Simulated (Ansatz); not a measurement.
# Au: pressure and energy above lowest point against volume per atom

All results are calculated (Ansatz 0.2.0 development build). Equation of state of a cubic crystal from periodic Kohn-Sham density functional theory without spin; pressure corrected for the finite basis.

Cell of the first row (space group Fm-3m, No. 225):
```
cell vectors (Å)
   0.0000     2.0217     2.0217
   2.0217     0.0000     2.0217
   2.0217     2.0217     0.0000
atoms (fractions of the cell vectors)
Au  0.00000  0.00000  0.00000
```

Settings of every row: formula Au; structure type fcc; functional r2SCAN; spin treatment none; k mesh 14x14x14; occupation method fermi-dirac; occupation width 0.1 eV; wave cutoff 700 eV; datasets hard PAW; density cutoff ratio 4; xc grid level 2.

Limits: pseudopotentials made with PBE, not this functional; the SCF threshold is loose for a stress in some rows; no spin-orbit coupling, which can matter with elements this heavy.

```csv
row,volume per atom (Å³),pressure (GPa),energy above lowest point (meV/atom)
1,16.526,10.887,31.98
2,17.065,4.549,6.4
3,17.604,-0.556,0
4,18.143,?,?
5,18.682,-7.966,30.46
```

Question: what pressure and energy above lowest point should row 4 give?

Worked fit of pressure. Take u = (V_r/V)^(2/3) − 1 with V_r = 17.334 Å³ an atom, which is twice the finite (Eulerian) strain; such expansions in the strain, on which the Birch-Murnaghan equation of state is built, carry the rest volume and the bulk modulus. The shown rows have u = 0.03234, 0.01048, -0.01025, -0.0487. Least squares give pressure = 1.8686 + 247.991 × u + 946.93 × u² GPa; a straight line predicts inner rows, each left out in turn, worse (root mean square 0.97 against 0.046 GPa). The rows lie off it by 0.008, -0.023, 0.018, -0.003 (root mean square 0.015 GPa). The pressure vanishes at u = -0.0078, or V = 17.54 Å³ an atom, and there the bulk modulus at fixed shape and fractions is B = −V dP/dV = (2/3)(1 + u) dP/du = 154 GPa. The withheld row has u = -0.02995, so the fit gives 1.8686 + 247.991 × (-0.02995) + 946.93 × (-0.02995)² = -4.709 GPa.

The calculation gave -4.662 GPa. The fit lies 0.047 GPa (1 % of the value, 0.25 % of the column's range) below it; its largest miss of a shown row is 0.023 GPa.

Worked fit of energy above lowest point. Take u = (V_r/V)^(2/3) − 1 with V_r = 17.334 Å³ an atom, which is twice the finite (Eulerian) strain; such expansions in the strain, on which the Birch-Murnaghan equation of state is built, carry the rest volume and the bulk modulus. The shown rows have u = 0.03234, 0.01048, -0.01025, -0.0487. Least squares give energy above lowest point = 1.134 + 330.51 × u + 19170.2 × u² meV/atom; a straight line predicts inner rows, each left out in turn, worse (root mean square 20 against 0.61 meV/atom). The rows lie off it by 0.11, -0.30, 0.24, -0.04 (root mean square 0.2 meV/atom). The withheld row has u = -0.02995, so the fit gives 1.134 + 330.51 × (-0.02995) + 19170.2 × (-0.02995)² = 8.43 meV/atom.

The calculation gave 9.03 meV/atom. The fit lies 0.60 meV/atom (6.6 % of the value, 1.9 % of the column's range) below it; its largest miss of a shown row is 0.30 meV/atom.
